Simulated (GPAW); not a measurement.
Runs of GPAW 26.7.0 on BaZrO3. It takes space group Pm-3m (No. 221, cubic). Conventional cell: a = 4.191 Å, b = 4.191 Å, c = 4.191 Å, α = 90.00°, β = 90.00°, γ = 90.00°. Ba (site symmetry m-3m) is surrounded by 12 O at 2.96 Å. Zr (site symmetry m-3m) is surrounded by 6 O at 2.10 Å. O (site symmetry 4/mmm) is surrounded by 2 Zr at 2.10 Å. 

| task | level | potentials or basis | band path | band points | gap on the mesh (eV) | pressure (GPa) | V0 of scaled cells (Å³/atom) | B0 (GPa) |
| --- | --- | --- | --- | --- | --- | --- | --- | --- |
| band structure | PBEsol | PAW data sets generated in the run's folder for this functional, pw | GXMGRX,MR | 60 | (c) | -1.5 | - | - |
| band structure | r2SCAN | GPAW PAW data sets (gpaw-data 1.2.1), pw | GXMGRX,MR | 60 | 3.73 | 1.4 | - | - |
| equation of state | LDA | the program's PAW data sets (release 1.2.1) made for this functional, pw | - | - | - | - | (d) | 175 |
| single point | TB-mBJ | GPAW PAW data sets for LDA (gpaw-data 1.2.1), pw | - | - | (a) | - | - | - |
| equation of state | PBEsol | PAW data sets generated in the run's folder for this functional, pw | - | - | - | - | 14.60 | 162 |
| band structure | LDA | the program's PAW data sets (release 1.2.1) made for this functional, pw | GXMGRX,MR | 60 | 3.09 | (b) | - | - |

Alike in all rows: no spin polarisation; cell as given; k mesh 6 × 6 × 6; cutoff (eV) 800; smearing fermi-dirac 0.05 eV.

Task: Fill in the values left out.

Result: (a) 4.15; (b) -5.9; (c) 3.11; (d) 14.20.

Caveats: spin-orbit coupling is left out, which moves the levels of the heavy elements (some runs); the PAW data sets were made with another functional, which shifts forces and pressure a little (some runs); a model potential gives levels but no total energy (some runs).

A k mesh can miss the band edges, and the runs leave out spin-orbit coupling on Ba, Zr.

Runs at the PBE level aren't shown here.
